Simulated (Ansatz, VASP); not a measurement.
# Sn in VASP and in Ansatz

File INCAR:

```
PREC = Accurate
ENCUT = 520
EDIFF = 1E-7
ISMEAR = -1
SIGMA = 0.1
LREAL = F
LASPH = T
NELM = 100
ALGO = Normal
ISIF = 2
LWAVE = F
LCHARG = F
GGA = PS
NBANDS = 13
```

File KPOINTS:

```
Automatic mesh
0
Gamma
  11 11 11
```

The input POSCAR:

```
Sn
1.0
   -1.7265390000      1.7755470000      2.3383420000
    1.7265390000     -1.7755470000      2.3383420000
    1.7265390000      1.7755470000     -2.3383420000
Sn
1
Direct
    0.0000000000      0.0000000000      0.0000000000
```

Input for Ansatz:

```yaml
crystal:
  lattice:
    - [-1.726539, 1.775547, 2.338342]
    - [1.726539, -1.775547, 2.338342]
    - [1.726539, 1.775547, -2.338342]
  atoms:
    - { symbol: Sn, position: [0.0, 0.0, 0.0] }
basis:
  ecutwfc: 450.0
kpoints:
  mp_grid:
    grid: [11, 11, 11]
hamiltonian:
  xc: pbesol
  pseudopotentials:
    kind: paw
scf:
  occupations:
    method: fermi_dirac
    width: 0.1
output:
  stress: true
```

This isn't the form of Sn at room conditions, which is tetragonal (white tin).

Alike in both runs: task single point; functional PBEsol; k mesh 11 × 11 × 11; occupations fermi-dirac, width 0.1 eV; no spin polarisation.

```csv
,VASP,Ansatz
version,VASP 6.6.1,Ansatz 0.2.0
potentials or method,"VASP PAW PBE potentials, release 64 (Sn_d)","plane waves, PAW"
plane-wave cutoff (eV),520,450
valence electrons in the cell,14,14
```

```tsv
	VASP	Ansatz	Ansatz less VASP
pressure (GPa)	-3.7	-3.6	+0.07
largest component of the traceless stress (GPa)	0.79	0.79	+0.003
```

Caveats: the PAW data sets were made with another functional, which shifts forces and pressure a little (VASP).
